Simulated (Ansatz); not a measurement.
# GaSb (Immm) in Ansatz: notebook

The runs below take GaSb through single point, equation of state, with PBEsol.

All numbers are computed with Ansatz 0.2.0; they aren't measurements. Logs are shortened: lines on timing, memory, paths and dates and some standing lists are left out, and cuts for length are marked.

**1. The crystal as given**

Symmetry: Immm, No. 71, orthorhombic system. Conventional cell: a = 3.112 Å, b = 5.350 Å, c = 5.787 Å, α = 90.00°, β = 90.00°, γ = 90.00°. Sb (site symmetry mmm) has 6 Ga at 2.89 to 3.09 Å and 2 Sb at 3.11 Å as nearest neighbours. Around Ga (site symmetry mmm) lie 6 Sb at 2.89 to 3.09 Å and 2 Ga at 3.11 Å.

Measurements of this composition are mostly on another form, of space group No. 216.

**2. Single point, PBEsol, 22.64 Å³/atom (volume scaled by 0.94)**

The input, input.yaml:

```yaml
crystal:
  lattice:
    - [-1.5241390061, 2.6203957796, 2.834249223]
    - [1.5241390061, -2.6203957796, 2.834249223]
    - [1.5241390061, 2.6203957796, -2.834249223]
  atoms:
    - { symbol: Sb, position: [0.5, 0.5, 0.0] }
    - { symbol: Ga, position: [0.0, 0.0, 0.0] }
kpoints:
  mp_grid: { grid: [10, 10, 10] }
scf:
  occupations: { method: fermi_dirac, width: 0.05 }
hamiltonian:
  xc: pbesol
  pseudopotentials: { kind: all_electron, lapw: { basis_error: 0.001 } }
output:
  forces: true
  stress: true
  eigenvalues: true
```

Potentials or basis: all-electron LAPW, scalar-relativistic.

Run with:

```
> ansatz run input.yaml --threads 1 --pin off --max-ram 3072MiB --backend cpu --events-out ev --progress --plain --runs-dir out
```

What it wrote:

```text
Warning: RAYON_NUM_THREADS=1 ignored (pool sized by the plan → 1); use --threads N
LAPW: plane waves up to 7.848 Å⁻¹, error target 1.0e-3 eV per atom; small_component_spin mean_spin; Ga in spheres of 1.391 Å, 21 of its electrons in bands, Dirac shells []; Sb in spheres of 1.443 Å, 23 of its electrons in bands, Dirac shells [] (how accurate: hamiltonian.pseudopotentials.lapw.basis_error, Limitations)
Engine: ansatz 0.2.0, x86_64-unknown-linux-gnu
Pseudopotentials: kind: all_electron
Pseudopotential: Sb, LAPW, valence charge 23, lapw/all_electron/scalar/gaussian/Sb, Koelling and Harmon's equation, gaussian nucleus
Pseudopotential: Ga, LAPW, valence charge 21, lapw/all_electron/scalar/gaussian/Ga, Koelling and Harmon's equation, gaussian nucleus
Functional definition: PBEsol
  exchange = pbesol_x
  correlation = pbesol_c
Crystal: 2 atoms, lattice volume = 45.278 Å³
Basis set: ecut = 234.69066508603498 eV, 379 PW (Γ), FFT grids on a1, a2+a3, a3, exchange–correlation at level 2
Bands: 27, of which v1, the nominal top of the filled ones, is band 22 counted from 1 (21 counted from 0)
Symmetry: 8 space group operations
Space group: Immm (ITA 71), of the structure as read, at distance tolerance 3.6e-5 Å
k-points: 171 of 1000
Non-local potential: Sb, projectors of the file, none
Non-local potential: Ga, projectors of the file, none
Initial density: superposition of atomic densities (chi_scale 0.1, normalization cell, long waves kept (reshape's long-wave potential 0.00 eV rms))
Initial wavefunctions: plane waves of lowest kinetic energy (no species holds an atomic orbital)
Functional: x = pbesol(κ = 0.804, μ = 0.12345679012345678), c = pbesol(β = 0.046)
iter 1 solved again at ethr=7.50e-5 eV; its pass at ethr=1.00e-1 eV (dr2=3.30e-2 eV) is discarded
SCF iter   1: F=—  HF=-229151.860497 eV  |F-HF|=—  |Δ(HF+E_count)|=         —  Δρ=1.08e-2  dr2=3.32e-2  ethr=7.50e-5  ⟨swp⟩=3.1  Hψ=31417  notcnv=0
preconditioner: auto → Kerker (q_TF=auto, 2.715 Å⁻¹)  [metal: Δε(μ)=0.048 eV  Ē_g=21.715 eV  σ=0.050 eV  W_gap=0.23  n_scr=16 (ndim 8)  ℏωp=29.2 eV  f_vac=0.000  D(μ)=0.60/eV (n_scr^D=0)]
SCF iter   2: F=—  HF=-229151.828728 eV  |F-HF|=—  |Δ(HF+E_count)|=   3.18e-2  Δρ=6.77e-3  dr2=1.50e-2  ethr=7.50e-5  ⟨swp⟩=2.0  Hψ=14005  notcnv=0
SCF iter   3: F=—  HF=-229151.824347 eV  |F-HF|=—  |Δ(HF+E_count)|=   4.38e-3  Δρ=4.42e-3  dr2=6.69e-3  ethr=3.40e-5  ⟨swp⟩=2.0  Hψ=13315  notcnv=0
SCF iter   4: F=—  HF=-229151.823369 eV  |F-HF|=—  |Δ(HF+E_count)|=   9.79e-4  Δρ=1.83e-3  dr2=1.42e-3  ethr=1.52e-5  ⟨swp⟩=2.0  Hψ=13320  notcnv=0
SCF iter   5: F=—  HF=-229151.823373 eV  |F-HF|=—  |Δ(HF+E_count)|=   4.13e-6  Δρ=6.06e-4  dr2=1.72e-4  ethr=3.24e-6  ⟨swp⟩=2.0  Hψ=13318  notcnv=0
iter 6 solved again at ethr=2.41e-8 eV; its pass at ethr=3.91e-7 eV (dr2=1.06e-5 eV) is discarded
SCF iter   6: F=—  HF=-229151.823326 eV  |F-HF|=—  |Δ(HF+E_count)|=   4.72e-5  Δρ=1.51e-4  dr2=1.06e-5  ethr=2.41e-8  ⟨swp⟩=2.0  Hψ=22751  notcnv=0
SCF iter   7: F=—  HF=-229151.823325 eV  |F-HF|=—  |Δ(HF+E_count)|=   3.77e-7  Δρ=4.62e-5  dr2=1.20e-6  ethr=2.41e-8  ⟨swp⟩=2.0  Hψ=13318  notcnv=0
SCF iter   8: F=-229151.823325 eV  HF=-229151.823325 eV  |F-HF|=2.51e-8  |Δ(HF+E_count)|=   2.95e-7  Δρ=1.07e-5  dr2=7.09e-8  ethr=2.73e-9  ⟨swp⟩=2.6  Hψ=13450  notcnv=0
SCF 1 converged in 8 iterations: F = -229151.823325 eV  dr2 = 7.09e-8
SCF converged after 8 iterations
Free energy (F): -229151.823325 eV
Harris-Foulkes:  -229151.823325 eV  (|F-HF|=2.51e-8)
Internal energy: -229151.818211 eV  (E = F + TS)
E sigma→0 (E₀):  -229151.820768 eV
Entropy (-TS):   -0.005115 eV (-2.557 meV/atom)
Fermi energy:    13.349443 eV
--- Per-component energies (eV) ---
  E_band       = -1612.716381
  E_kinetic    = 239670.426709
  E_xc         = -6585.634840
  E_electrostatic = -462236.610080  (all electrons and nuclei)
  E_smearing   = -0.005115  (= −TS)
  E_closure    = 0.000000  (closes the sum)
  E_atoms      = -229143.970572  (free atoms, spherical and without spin; not in F)
  Σ components = -229151.823325   (vs F -229151.823325, Δ=0.00e0)
  Basis errors (estimates in eV, not in F): energy 3.3e-4 per atom: plane waves 3.0e-4 (1.6e-4 summed), levels above the bands 2.0e-57, relativity 1.0e-8, radial functions 3.1e-5, core shells 5.5e-9; eigenvalues (radial functions only) 4.9e-6; not estimated: angular momenta, meshes, grids; target (lapw.basis_error) 1.0e-3; muffin-tin radii Ga 1.391 Å, Sb 1.443 Å
--- Forces (eV/Å), atoms counted from 1 ---
  atom   1  Sb     0.00000000     0.00000000     0.00000000
  atom   2  Ga     0.00000000     0.00000000    -0.00000000
  max |Σ_I F_I| component: 5.67e-31 eV/Å
--- Stress (GPa, compression-positive) ---
        1.598923       0.000000       0.000000
        0.000000      -0.128352      -0.000000
        0.000000      -0.000000      -0.417975
  P = ⅓ Tr σ = 0.3509 GPa (3.509 kbar)
--- Band table (eV; the first three rows and the last of 171) ---
  k-point 0: bands = ["-130.6279", "-130.0264", "-83.6863", "-83.6471", "-83.6291", "-80.9406", "-80.9399", "-80.9046", "-15.7045", "-15.5614", "-15.5464", "-15.5453", "-15.5432", "-1.5869", "-1.4812", "-1.4798", "-1.4517", "-1.4185", "0.9071", "10.2920", "11.0099", "11.4858", "16.5741", "19.0836", "19.7045", "21.2863", "21.8082"]
  k-point 1: bands = ["-130.6279", "-130.0264", "-83.6867", "-83.6471", "-83.6291", "-80.9407", "-80.9399", "-80.9045", "-15.6858", "-15.5674", "-15.5490", "-15.5460", "-15.5439", "-1.5696", "-1.4809", "-1.4787", "-1.4609", "-1.4256", "1.1213", "9.6894", "11.4246", "12.0469", "16.9858", "17.5285", "19.6979", "19.9346", "20.7213"]
  k-point 2: bands = ["-130.6279", "-130.0264", "-83.6877", "-83.6470", "-83.6290", "-80.9411", "-80.9399", "-80.9045", "-15.6367", "-15.5831", "-15.5640", "-15.5451", "-15.5403", "-1.5251", "-1.4916", "-1.4769", "-1.4726", "-1.4437", "1.7642", "9.2626", "11.3320", "13.6681", "14.8170", "16.9801", "17.9858", "19.4115", "20.4926"]
  k-point 170: bands = ["-130.6279", "-130.0264", "-83.6864", "-83.6471", "-83.6291", "-80.9406", "-80.9400", "-80.9046", "-15.7043", "-15.5586", "-15.5542", "-15.5399", "-15.5295", "-1.5879", "-1.5755", "-1.4464", "-1.4450", "-1.4122", "3.6282", "7.2615", "7.8571", "8.1685", "16.7702", "20.7138", "23.4878", "24.3216", "24.3249"]
```

Run time: 20 s. Hardware: 1 thread of Intel Xeon Platinum 8559C (Emerald Rapids), shared host; peak memory 0.64 GiB.

Results:

* Free energy: -229151.8233 eV
* Pressure: 0.4 GPa
* Band gap on the k mesh: none (metal or under the smearing width)

**3. Single point, PBEsol, 23.12 Å³/atom (volume scaled by 0.96)**

Edit input.yaml of step 2 so:

```diff
@@ -2,5 +2,5 @@
   lattice:
-    - [-1.5241390061, 2.6203957796, 2.834249223]
-    - [1.5241390061, -2.6203957796, 2.834249223]
-    - [1.5241390061, 2.6203957796, -2.834249223]
+    - [-1.5348727331, 2.638849879, 2.8542093822]
+    - [1.5348727331, -2.638849879, 2.8542093822]
+    - [1.5348727331, 2.638849879, -2.8542093822]
   atoms:
```

Potentials or basis: all-electron LAPW, scalar-relativistic.

Run with:

```
> ansatz run input.yaml --threads 1 --pin off --max-ram 3072MiB --backend cpu --events-out ev --progress --plain --runs-dir out
```

Wall time 21 s (1 thread of Intel Xeon Platinum 8559C (Emerald Rapids), shared host); peak memory 0.63 GiB.

Results (log left out):

```
Free energy            : -229151.8215 eV
Pressure               : -0.9 GPa
Band gap on the k mesh : none (metal or under the smearing width)
```

**4. Single point, PBEsol, 23.60 Å³/atom (volume scaled by 0.98)**

Edit input.yaml of step 3 so:

```diff
@@ -2,5 +2,5 @@
   lattice:
-    - [-1.5348727331, 2.638849879, 2.8542093822]
-    - [1.5348727331, -2.638849879, 2.8542093822]
-    - [1.5348727331, 2.638849879, -2.8542093822]
+    - [-1.5454583968, 2.6570494188, 2.8738942068]
+    - [1.5454583968, -2.6570494188, 2.8738942068]
+    - [1.5454583968, 2.6570494188, -2.8738942068]
   atoms:
```

Run with:

```
> ansatz run input.yaml --threads 1 --pin off --max-ram 3072MiB --backend cpu --events-out ev --progress --plain --runs-dir out
```

Run time: 21 s. Hardware: 1 thread of Intel Xeon Platinum 8559C (Emerald Rapids), shared host; peak memory 0.64 GiB.

It converged, with:

```yaml
Free_energy: -229151.8123 eV
Pressure: -2.1 GPa
Band_gap_on_the_k_mesh: none (metal or under the smearing width)
```

**5. Single point, PBEsol, 24.08 Å³/atom**

Edit input.yaml of step 4 so:

```diff
@@ -2,5 +2,5 @@
   lattice:
-    - [-1.5454583968, 2.6570494188, 2.8738942068]
-    - [1.5454583968, -2.6570494188, 2.8738942068]
-    - [1.5454583968, 2.6570494188, -2.8738942068]
+    - [-1.555901, 2.675003, 2.893313]
+    - [1.555901, -2.675003, 2.893313]
+    - [1.555901, 2.675003, -2.893313]
   atoms:
```

Run with:

```
> ansatz run input.yaml --threads 1 --pin off --max-ram 3072MiB --backend cpu --events-out ev --progress --plain --runs-dir out
```

Run time: 21 s. Hardware: 1 thread of Intel Xeon Platinum 8559C (Emerald Rapids), shared host; peak memory 0.64 GiB.

It converged, with:

```yaml
Free_energy: -229151.7966 eV
Pressure: -3.1 GPa
Band_gap_on_the_k_mesh: none (metal or under the smearing width)
```

**6. Single point, PBEsol, 24.57 Å³/atom (volume scaled by 1.02)**

Edit input.yaml of step 5 so:

```diff
@@ -2,5 +2,5 @@
   lattice:
-    - [-1.555901, 2.675003, 2.893313]
-    - [1.555901, -2.675003, 2.893313]
-    - [1.555901, 2.675003, -2.893313]
+    - [-1.5662052804, 2.6927187679, 2.9124745717]
+    - [1.5662052804, -2.6927187679, 2.9124745717]
+    - [1.5662052804, 2.6927187679, -2.9124745717]
   atoms:
```

Potentials or basis: all-electron LAPW, scalar-relativistic.

Run with:

```
> ansatz run input.yaml --threads 1 --pin off --max-ram 3072MiB --backend cpu --events-out ev --progress --plain --runs-dir out
```

It took 21 s on 1 thread of Intel Xeon Platinum 8559C (Emerald Rapids), shared host; peak memory 0.63 GiB.

It converged, with:

| Quantity | Value |
| --- | --- |
| Free energy | -229151.7753 eV |
| Pressure | -4.0 GPa |
| Band gap on the k mesh | none (metal or under the smearing width) |

**7. Single point, PBEsol, 25.05 Å³/atom (volume scaled by 1.04)**

Edit input.yaml of step 6 so:

```diff
@@ -2,5 +2,5 @@
   lattice:
-    - [-1.5662052804, 2.6927187679, 2.9124745717]
-    - [1.5662052804, -2.6927187679, 2.9124745717]
-    - [1.5662052804, 2.6927187679, -2.9124745717]
+    - [-1.5763757296, 2.7102044447, 2.9313872741]
+    - [1.5763757296, -2.7102044447, 2.9313872741]
+    - [1.5763757296, 2.7102044447, -2.9313872741]
   atoms:
```

Run with:

```
> ansatz run input.yaml --threads 1 --pin off --max-ram 3072MiB --backend cpu --events-out ev --progress --plain --runs-dir out
```

Run time: 20 s. Hardware: 1 thread of Intel Xeon Platinum 8559C (Emerald Rapids), shared host; peak memory 0.64 GiB.

It converged, with:

* Free energy: -229151.7489 eV
* Pressure: -4.8 GPa
* Band gap on the k mesh: none (metal or under the smearing width)

**8. Single point, PBEsol, 25.53 Å³/atom (volume scaled by 1.06)**

Edit input.yaml of step 7 so:

```diff
@@ -2,5 +2,5 @@
   lattice:
-    - [-1.5763757296, 2.7102044447, 2.9313872741]
-    - [1.5763757296, -2.7102044447, 2.9313872741]
-    - [1.5763757296, 2.7102044447, -2.9313872741]
+    - [-1.58641661, 2.7274673588, 2.9500590341]
+    - [1.58641661, -2.7274673588, 2.9500590341]
+    - [1.58641661, 2.7274673588, -2.9500590341]
   atoms:
```

Run with:

```
> ansatz run input.yaml --threads 1 --pin off --max-ram 3072MiB --backend cpu --events-out ev --progress --plain --runs-dir out
```

It took 20 s on 1 thread of Intel Xeon Platinum 8559C (Emerald Rapids), shared host; peak memory 0.63 GiB.

Results (log left out):

```
Free energy            : -229151.7182 eV
Pressure               : -5.4 GPa
Band gap on the k mesh : none (metal or under the smearing width)
```

**9. Equation of state, PBEsol**

Potentials or basis: all-electron LAPW, scalar-relativistic.

This step only gathers the single runs of the series.

Results:

- Equilibrium volume: 22.76 Å³/atom
- Bulk modulus at fixed shape and positions: 63 GPa
- Pressure derivative of the bulk modulus: 5.0

Energy against volume, from the lowest point:
```
volume (Å³/atom)  energy (meV/atom)
          22.639               0.00
          23.121               0.93
          23.602               5.53
          24.084              13.36
          24.566              24.03
          25.048              37.21
          25.529              52.58
```

Caveat: the cell was scaled at fixed shape and fractional positions, which overstates the stiffness of a crystal with free parameters, most of all of layers and chains. Spin-orbit coupling is left out, which matters for the levels of Sb.
